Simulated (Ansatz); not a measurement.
Crystal: MnO2.

```
Mn O
1.0
     2.85496    0.00000    0.00000
    -1.42748    2.47246    0.00000
     0.00000    0.00000   10.22174
Mn O
2 4
Direct
  0.00000 0.00000 0.50000
  0.00000 0.00000 0.00000
  0.66667 0.33333 0.40686
  0.66667 0.33333 0.09314
  0.33333 0.66667 0.59314
  0.33333 0.66667 0.90686
```

Measurements of this composition are mostly on another form, of space group No. 136.

- Program: Ansatz 0.2.0
- Task: relaxation of cell and atoms
- Functional: PBEsol
- Potentials or basis: Ansatz PAW
- Cutoff: 420 eV (not typed: the program's choice for these potentials)
- k mesh: 11 × 11 × 3
- Occupations: fermi-dirac, width 0.05 eV
- Spin: collinear spin, ferromagnetic start
- Starting moments: [4.0, 4.0, 0.0, 0.0, 0.0, 0.0] μB
- Hubbard terms: Mn d U = 1 eV

At the start: volume 12.03 Å³/atom.

Question: How do energy, volume and symmetry change on relaxing?

Answer: It ends after 24 steps and the volume is 13.05 Å³/atom (+8.5 %); space group P6_3/mmc (No. 194, to 0.05 Å); moment 6.00 μB per cell.

The path:
```tsv
step	energy change (eV)	largest force (eV/Å)	volume (Å³)
1	0.0000	0.1410	72.15
2	-0.0006	0.0609	73.03
3	-0.0001	0.0048	73.33
4	-0.0072	0.0051	73.33
5	-0.0038	0.0089	74.29
6	-0.0019	0.0023	74.69
7	-0.0101	0.0029	74.69
8	-0.0069	0.0009	75.51
9	-0.0053	0.0007	75.84
10	-0.0114	0.0010	75.84
11	-0.0083	0.0029	76.57
12	-0.0077	0.0009	76.70
13	-0.0120	0.0011	76.70
14	-0.0085	0.0026	77.49
15	-0.0092	0.0007	77.34
16	-0.0122	0.0006	77.34
17	-0.0103	0.0007	77.78
18	-0.0129	0.0006	77.78
19	-0.0111	0.0010	78.20
20	-0.0117	0.0002	78.06
21	-0.0128	0.0001	78.06
22	-0.0118	0.0003	78.28
23	-0.0128	0.0004	78.28
24	-0.0128	0.0004	78.28
```

Final structure:
```
Mn O
1.0
     2.84765    0.00000    0.00000
    -1.42383    2.46614    0.00000
     0.00000    0.00000   11.14707
Mn O
2 4
Direct
  0.00000 0.00000 0.50000
  0.00000 0.00000 0.00000
  0.66667 0.33333 0.41487
  0.66667 0.33333 0.08513
  0.33333 0.66667 0.58513
  0.33333 0.66667 0.91487
```

Caveat: the magnetic or orbital state may not be the lowest; the plane-wave basis is chosen anew once the cell has moved, so the energies of steps on either side of that aren't comparable; the pressure holds a Pulay correction of +0.7 GPa for the finite cutoff; only a ferromagnetic start was run, and an antiferromagnetic order may lie lower in energy; the PAW data sets come from PBE, with cores solved anew for the run's functional, which leaves a small shift of forces and pressure.
